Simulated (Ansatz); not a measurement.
# Pr (Im-3m) in Ansatz: single point with LDA

Aim: the single point of Pr with LDA.

All numbers are computed with Ansatz 0.2.0; they aren't measurements. Logs are shortened: lines on timing, memory, paths and dates and some standing lists are left out, and cuts for length are marked.

### 1 The cell of the first run

Symmetry: Im-3m, No. 229, cubic system. Conventional cell: a = 4.195 Å, b = 4.195 Å, c = 4.195 Å, α = 90.00°, β = 90.00°, γ = 90.00°. Pr (site symmetry m-3m) has 8 Pr at 3.63 Å as nearest neighbours.

This isn't the form of Pr at room conditions, which is double hcp.

### 2 Single point, LDA, collinear spin, ferromagnetic start (the cell as VASP's run set it)

The input, input.yaml:

```yaml
crystal:
  lattice:
    - [3.63275513, 0.0, 0.0]
    - [-1.2109183764, 3.4249943825, 0.0]
    - [-1.2109183764, -1.7124971907, 2.9661321434]
  atoms:
    - { symbol: Pr, position: [0.0, 0.0, 0.0], spin: 2.0 }
kpoints:
  mp_grid: { grid: [9, 9, 9] }
scf:
  occupations: { method: gaussian, width: 0.02 }
hamiltonian:
  xc: lda
  pseudopotentials: { kind: all_electron, lapw: { basis_error: 0.001 } }
magnetization:
  spin_polarized: true
output:
  forces: true
  stress: true
  eigenvalues: true
```

Potentials or basis: all-electron LAPW, scalar-relativistic.

Launch:

```sh
ansatz run input.yaml --threads 2 --pin off --max-ram 6144MiB --backend cpu --events-out ev --progress --plain --runs-dir out
```

Log:

```text
Warning: RAYON_NUM_THREADS=2 ignored (pool sized by the plan → 2); use --threads N
LAPW: plane waves up to 6.104 Å⁻¹, error target 1.0e-3 eV per atom; small_component_spin mean_spin; Pr in spheres of 1.816 Å, 29 of its electrons in bands, Dirac shells [] (how accurate: hamiltonian.pseudopotentials.lapw.basis_error, Limitations)
band count auto-derived: 24 (N_el = 29.0; filled up to band 15; 20 by the electrons, moments and atoms)
Engine: ansatz 0.2.0, x86_64-unknown-linux-gnu
Pseudopotentials: kind: all_electron
Pseudopotential: Pr, LAPW, valence charge 29, lapw/all_electron/scalar/gaussian/Pr, Koelling and Harmon's equation, gaussian nucleus
Functional definition: SPW92
  exchange = slater_x
  correlation = pw_c
Crystal: 1 atoms, lattice volume = 36.905 Å³
Basis set: ecut = 141.93608252808892 eV, 141 PW (Γ), exchange–correlation at level 2
Bands: 24, of which v1, the nominal top of the filled ones, is band 15 counted from 1 (14 counted from 0)
Symmetry: 48 space group operations
Space group: Im-3m (ITA 229), of the structure as read, at distance tolerance 3.3e-5 Å
Magnetic group: BNS 229.140 (UNI 1642), of the structure as read, at distance tolerance 3.3e-5 Å
k-points: 35 of 729
Non-local potential: Pr, projectors of the file, none
Initial density: superposition of atomic densities (chi_scale 0.1, normalization cell)
Initial wavefunctions: plane waves of lowest kinetic energy (no species holds an atomic orbital)
Functional: x = slater, c = lda
iter 1 solved again at ethr=1.35e-4 eV; its pass at ethr=1.00e-1 eV (dr2=3.91e-2 eV) is discarded
SCF iter   1: F=—  HF=-251170.148868 eV  |F-HF|=—  |Δ(HF+E_count)|=         —  Δρ=9.35e-3 (↑8.63e-3 ↓9.35e-3)  dr2=7.12e-3  dr2_m=2.59e-2  M=2.628 μB ∫|m|=2.628 μB  β_m=0.30  ethr=1.35e-4  ⟨swp⟩=2.8  Hψ=10325  notcnv=0
preconditioner: auto → Kerker (q_TF=auto, 2.621 Å⁻¹)  [metal: Δε(μ)=0.003 eV  Ē_g=11.349 eV  σ=0.020 eV  W_gap=0.09  n_scr=12 (ndim 8)  ℏωp=20.3 eV  f_vac=0.000  D(μ)=12.89/eV (n_scr^D=320)]
spin=Collinear: Kerker preconditioning applied to the charge; magnetization (m = ρ↑ − ρ↓) channel mixes plain (no charge-response kernel on spin).
SCF iter   2: F=—  HF=-251170.099405 eV  |F-HF|=—  |Δ(HF+E_count)|=   4.95e-2  Δρ=6.78e-3 (↑6.19e-3 ↓6.78e-3)  dr2=5.08e-3  dr2_m=1.32e-2  M=2.638 μB ∫|m|=2.638 μB  β_m=0.65  ethr=2.45e-5  ⟨swp⟩=2.0  Hψ=4771  notcnv=0
SCF iter   3: F=—  HF=-251170.096193 eV  |F-HF|=—  |Δ(HF+E_count)|=   3.21e-3  Δρ=1.73e-3 (↑1.73e-3 ↓1.71e-3)  dr2=8.93e-5  dr2_m=9.78e-4  M=2.771 μB ∫|m|=2.771 μB  β_m=0.49  ethr=1.75e-5  ⟨swp⟩=2.9  Hψ=5175  notcnv=0
SCF iter   4: F=—  HF=-251170.027780 eV  |F-HF|=—  |Δ(HF+E_count)|=         —  Δρ=8.39e-4 (↑8.39e-4 ↓7.32e-4)  dr2=1.05e-4  dr2_m=1.80e-4  M=2.772 μB ∫|m|=2.772 μB  β_m=0.49  ethr=3.08e-7  ⟨swp⟩=2.9  Hψ=4960  notcnv=0
Mixer restart at iter 4: flushing history
iteration 4: the lowest order of the open f orbitals that was found in this iteration's bands is taken; no other order was found there
SCF iter   5: F=—  HF=-251169.993370 eV  |F-HF|=—  |Δ(HF+E_count)|=         —  Δρ=7.98e-3 (↑7.98e-3 ↓5.15e-3)  dr2=1.27e-2  dr2_m=1.25e-2  M=3.125 μB ∫|m|=3.125 μB  β_m=0.49  ethr=3.08e-7  ⟨swp⟩=2.5  Hψ=4879  notcnv=0
Mixer restart at iter 5: flushing history
SCF iter   6: F=—  HF=-251170.014950 eV  |F-HF|=—  |Δ(HF+E_count)|=         —  Δρ=4.48e-3 (↑4.48e-3 ↓1.18e-3)  dr2=9.35e-3  dr2_m=1.67e-3  M=2.857 μB ∫|m|=2.857 μB  β_m=0.49  ethr=3.08e-7  ⟨swp⟩=3.9  Hψ=6377  notcnv=0
Mixer restart at iter 6: flushing history
SCF iter   7: F=—  HF=-251169.973178 eV  |F-HF|=—  |Δ(HF+E_count)|=   4.18e-2  Δρ=1.76e-3 (↑1.76e-3 ↓1.10e-3)  dr2=7.29e-4  dr2_m=5.51e-4  M=2.973 μB ∫|m|=2.973 μB  β_m=0.43  ethr=3.08e-7  ⟨swp⟩=4.0  Hψ=6104  notcnv=0
SCF iter   8: F=—  HF=-251169.924889 eV  |F-HF|=—  |Δ(HF+E_count)|=   4.83e-2  Δρ=6.58e-4 (↑6.14e-4 ↓6.58e-4)  dr2=4.60e-5  dr2_m=1.29e-4  M=2.965 μB ∫|m|=2.965 μB  β_m=0.70  ethr=3.08e-7  ⟨swp⟩=3.1  Hψ=5833  notcnv=0
SCF iter   9: F=—  HF=-251169.933689 eV  |F-HF|=—  |Δ(HF+E_count)|=         —  Δρ=2.64e-4 (↑2.64e-4 ↓8.15e-5)  dr2=2.95e-5  dr2_m=7.66e-6  M=2.967 μB ∫|m|=2.967 μB  β_m=0.70  ethr=1.58e-7  ⟨swp⟩=3.0  Hψ=5079  notcnv=0
the basis was enlarged: its passes take 2.4 MiB over the memory plan, 2 of 2 planned eigensolver slots
SCF iter  10: F=—  HF=-251169.937152 eV  |F-HF|=—  |Δ(HF+E_count)|=         —  Δρ=3.30e-4 (↑3.30e-4 ↓2.18e-4)  dr2=2.59e-5  dr2_m=2.14e-5  M=2.967 μB ∫|m|=2.967 μB  β_m=0.70  ethr=1.02e-7  ⟨swp⟩=3.0  Hψ=4978  notcnv=0
Mixer restart at iter 10: flushing history
SCF iter  11: F=—  HF=-251169.938739 eV  |F-HF|=—  |Δ(HF+E_count)|=   1.59e-3  Δρ=9.01e-5 (↑9.01e-5 ↓7.46e-5)  dr2=3.00e-6  dr2_m=1.75e-6  M=2.967 μB ∫|m|=2.967 μB  β_m=0.69  ethr=8.94e-8  ⟨swp⟩=3.0  Hψ=4951  notcnv=0
SCF iter  12: F=—  HF=-251169.938844 eV  |F-HF|=—  |Δ(HF+E_count)|=   1.05e-4  Δρ=1.41e-4 (↑1.41e-4 ↓4.30e-5)  dr2=1.20e-5  dr2_m=1.57e-6  M=2.966 μB ∫|m|=2.966 μB  β_m=0.51  ethr=1.04e-8  ⟨swp⟩=3.1  Hψ=4968  notcnv=0  recentre
SCF iter  13: F=—  HF=-251169.939332 eV  |F-HF|=—  |Δ(HF+E_count)|=   4.88e-4  Δρ=5.77e-5 (↑5.77e-5 ↓2.23e-5)  dr2=3.16e-6  dr2_m=1.48e-7  M=2.966 μB ∫|m|=2.966 μB  β_m=0.82  ethr=1.04e-8  ⟨swp⟩=3.1  Hψ=4965  notcnv=0
SCF iter  14: F=—  HF=-251169.939698 eV  |F-HF|=—  |Δ(HF+E_count)|=   3.66e-4  Δρ=1.51e-5 (↑1.51e-5 ↓9.10e-6)  dr2=3.19e-7  dr2_m=9.72e-9  M=2.964 μB ∫|m|=2.964 μB  β_m=0.90  ethr=1.04e-8  ⟨swp⟩=3.0  Hψ=4956  notcnv=0
SCF iter  15: F=—  HF=-251169.939704 eV  |F-HF|=—  |Δ(HF+E_count)|=   5.79e-6  Δρ=5.14e-6 (↑5.14e-6 ↓4.33e-6)  dr2=5.89e-8  dr2_m=5.56e-10  M=2.964 μB ∫|m|=2.964 μB  β_m=0.95  ethr=1.10e-9  ⟨swp⟩=2.9  Hψ=4905  notcnv=0
iter 16 solved again at ethr=1.63e-11 eV; its pass at ethr=2.03e-10 eV (dr2=4.72e-9 eV) is discarded
SCF iter  16: F=—  HF=-251169.939704 eV  |F-HF|=—  |Δ(HF+E_count)|=   2.01e-8  Δρ=1.63e-6 (↑1.46e-6 ↓1.63e-6)  dr2=4.72e-9  dr2_m=1.76e-10  M=2.964 μB ∫|m|=2.964 μB  β_m=0.94  ethr=1.63e-11  ⟨swp⟩=2.0  Hψ=7865  notcnv=0
SCF iter  17: F=—  HF=-251169.939704 eV  |F-HF|=—  |Δ(HF+E_count)|=   6.78e-8  Δρ=9.26e-7 (↑7.46e-7 ↓9.26e-7)  dr2=1.68e-9  dr2_m=4.01e-11  M=2.964 μB ∫|m|=2.964 μB  β_m=0.97  ethr=1.63e-11  ⟨swp⟩=2.9  Hψ=4880  notcnv=0
SCF iter  18: F=—  HF=-251169.939704 eV  |F-HF|=—  |Δ(HF+E_count)|=   3.58e-9  Δρ=3.58e-7 (↑3.03e-7 ↓3.58e-7)  dr2=2.79e-10  dr2_m=3.07e-12  M=2.964 μB ∫|m|=2.964 μB  β_m=0.98  ethr=5.79e-12  ⟨swp⟩=2.1  Hψ=4767  notcnv=0
SCF iter  19: F=-251169.939704 eV  HF=-251169.939704 eV  |F-HF|=2.50e-9  |Δ(HF+E_count)|=   1.89e-9  Δρ=3.24e-7 (↑3.24e-7 ↓1.09e-7)  dr2=2.82e-11  dr2_m=1.23e-11  M=2.964 μB ∫|m|=2.964 μB  ethr=3.22e-12 (applied; sched 1.00e-12)  ⟨swp⟩=2.0  Hψ=4755  notcnv=0
SCF 1 converged in 19 iterations: F = -251169.939704 eV  dr2 = 2.82e-11
SCF converged after 19 iterations
Magnetization: 2.9641 μB (15.9821 up, 13.0179 down)
Absolute magnetization: 2.9641 μB (∫|ρ↑−ρ↓|)
Spin contamination: 0.0061 ħ² per cell (⟨S²⟩ above its minimum at these occupations)
Per-site moments (μB) at R_I (Å): [(2.747340358933151, 1.8163775380315685)]
Free energy (F): -251169.939704 eV
Harris-Foulkes:  -251169.939704 eV  (|F-HF|=2.50e-9)
Internal energy: -251169.937475 eV  (E = F + TS)
E sigma→0 (E₀):  -251169.938589 eV
Entropy (-TS):   -0.002229 eV (-2.229 meV/atom)
Fermi energy:    13.191325 eV
--- Per-component energies (eV) ---
  E_band       = -2167.814459
  E_kinetic    = 269469.057926
  E_xc         = -5705.692151
  E_electrostatic = -514933.303250  (all electrons and nuclei)
  E_smearing   = -0.002229  (= −TS)
  E_closure    = 0.000000  (closes the sum)
  E_atoms      = -251164.289201  (free atoms, spherical and without spin; not in F)
  Σ components = -251169.939704   (vs F -251169.939704, Δ=0.00e0)
  Basis errors (estimates in eV, not in F): energy 2.9e-4 per atom: plane waves 2.3e-4 (1.3e-4 summed), levels above the bands 0.0e0, relativity 1.5e-8, radial functions 5.3e-5, core shells 6.7e-8; eigenvalues (radial functions only) 1.3e-6; not estimated: angular momenta, meshes, grids; target (lapw.basis_error) 1.0e-3; muffin-tin radii Pr 1.816 Å
--- Forces (eV/Å), atoms counted from 1 ---
  atom   1  Pr    -0.00000000    -0.00000000     0.00000000
  max |Σ_I F_I| component: 8.22e-32 eV/Å
--- Stress (GPa, compression-positive) ---
       -7.558087       0.000000      -0.000000
        0.000000      -7.558087      -0.000000
       -0.000000      -0.000000      -7.558087
  P = ⅓ Tr σ = -7.5581 GPa (-75.581 kbar)
--- Band table (eV; the first three rows and the last of 70) ---
  k-point 0 ↑: bands = ["-201.1071", "-201.1071", "-201.1071", "-96.6515", "-96.6515", "-96.6337", "-96.6337", "-96.6337", "-22.9519", "-4.3835", "-4.3835", "-4.3835", "9.3996", "12.9873", "12.9873", "12.9873", "13.4298", "13.4298", "13.4298", "13.5724", "14.5972", "14.5972", "14.5972", "16.8277"]
  k-point 1 ↑: bands = ["-201.1071", "-201.1071", "-201.1071", "-96.6515", "-96.6515", "-96.6337", "-96.6337", "-96.6337", "-22.9363", "-4.5208", "-4.4245", "-4.3848", "9.7587", "12.9515", "12.9875", "12.9935", "13.3849", "13.3886", "13.4143", "13.5062", "14.4095", "14.5981", "15.0679", "16.5469"]
  k-point 2 ↑: bands = ["-201.1071", "-201.1071", "-201.1071", "-96.6515", "-96.6515", "-96.6337", "-96.6337", "-96.6337", "-22.8965", "-4.8509", "-4.5264", "-4.3880", "10.6168", "12.8894", "12.9886", "13.0067", "13.2914", "13.3103", "13.3882", "13.4830", "13.9912", "14.4483", "16.2293", "16.4408"]
  k-point 34 ↓: bands = ["-199.4903", "-199.4903", "-199.4903", "-95.1227", "-95.1227", "-94.9608", "-94.9608", "-94.9608", "-21.5985", "-4.1689", "-4.1421", "-4.1421", "12.1065", "12.1854", "14.5176", "14.5217", "14.5217", "14.5451", "14.9826", "14.9826", "15.0034", "18.8565", "18.8565", "19.5779"]
```

Run time: 14 s. Hardware: 2 threads of Intel Xeon at 2.70GHz, shared host; peak memory 0.39 GiB.

What came out:

- Free energy: -251169.9397 eV
- Pressure: -7.6 GPa
- Band gap on the k mesh: none (metal or under the smearing width)
- Net moment: 2.96 μB per cell
- Absolute moment: 2.96 μB per cell
- Site moments: Pr +2.75 μB

Caveat: an open f shell can end in a state above the lowest; the magnetic or orbital state may not be the lowest; spin-orbit coupling is left out, which moves the levels of the heavy elements.
